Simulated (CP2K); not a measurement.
The system is Al2Pt.

```
Pt Al
1.0
     4.17900    0.00000    0.00000
     2.08950    3.61912    0.00000
     2.08950    1.20637    3.41214
Pt Al
1 2
Direct
  0.00000 0.00000 0.00000
  0.75000 0.75000 0.75000
  0.25000 0.25000 0.25000
```

Base run:

- Program: CP2K 2026.2
- Functional: PBE
- Dispersion: D3
- Potentials or basis: POTENTIAL_UZH Pt GTH-PBE-q18, Al GTH-PBE-q3; TZVP-MOLOPT-PBE-GTH basis
- Density cutoff: 6123 eV
- k mesh: 8 × 8 × 8
- Occupations: fermi-dirac, width 0.05 eV
- Spin: no spin polarisation

Its results: band gap on the k mesh none (metal or under the smearing width); pressure -2.0 GPa.

Task: After a change of settings the same cell gave: band gap on the k mesh none (metal or under the smearing width); pressure 2.3 GPa. Which change was it?
A. dispersion from D3 to D4
B. dispersion from D3 to D3(BJ)
C. dispersion from D3 to D3(BJ)+ATM
D. dispersion from D3 to none

Result: D.

Dispersion adds attraction, which lowers the pressure at fixed volume and, as a term added to the energy, leaves the levels alone.

Caveats: the basis of atomic orbitals isn't converged, which shifts pressures, moduli and gaps; pairwise dispersion overbinds metals, which lowers pressure and volume (some runs).
